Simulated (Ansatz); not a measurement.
Spinel MgAl2O4

Computed with B3LYP (VWN-RPA form) (PAW; Ansatz, a first-principles code).

Run with plane-wave cutoff 460 eV, 6×6×6 k mesh, Fermi–Dirac smearing 0.01 eV, scalar-relativistic PAW data made under PBE.

Cell: measured lattice: a = b = c = 8.0832 Å, α = β = γ = 90.00°.

For spinel MgAl2O4, the band gap is 7.70 eV and the smallest direct gap on the k points sampled is 7.71 eV.

Measured, for comparison: band gap 7.8 eV (temperature not stated, not corrected to a static lattice; as tabulated in Neo et al. (2023), doi:10.1002/gch2.202200236).

Note: cell and atoms aren't relaxed at this level (largest force component 0.34 eV/Å, pressure 1.8 GPa).
